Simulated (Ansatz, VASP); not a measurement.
Two plane-wave programs on SiC (Moissanite 3C)

```xyz
2
Lattice="0.0000 2.1761 2.1761 2.1761 0.0000 2.1761 2.1761 2.1761 0.0000" Properties=species:S:1:pos:R:3 pbc="T T T"
Si    0.0000    0.0000    0.0000
C     1.0880    1.0880    1.0880
```

Alike in both runs: task single point; functional PBEsol; k mesh 18 × 18 × 18; occupations gaussian, width 0.05 eV; no spin polarisation.

```csv
,VASP,Ansatz
version,VASP 6.6.1,Ansatz 0.2.0
potentials or method,"VASP PAW PBE potentials, release 64 (Si, C)","scalar-relativistic, plane waves, PAW"
plane-wave cutoff (eV),520,420
valence electrons in the cell,8,8
```

Ansatz gave:

| Quantity | Value |
| --- | --- |
| gap on the k mesh at the Fermi level (eV) | 1.24 |
| least direct gap on the mesh (eV) | 4.46 |
| pressure (GPa) | 0.7 |

**Question.** What did VASP give for the same quantities?

**Answer.** gap on the k mesh at the Fermi level (eV): 1.23; least direct gap on the mesh (eV): 4.45; pressure (GPa): 1.1.

Caveats: the PAW data sets were made with another functional, which shifts forces and pressure a little (VASP). A k mesh can miss the band edges. As with any semilocal functional, this PBEsol gap is likely too small.
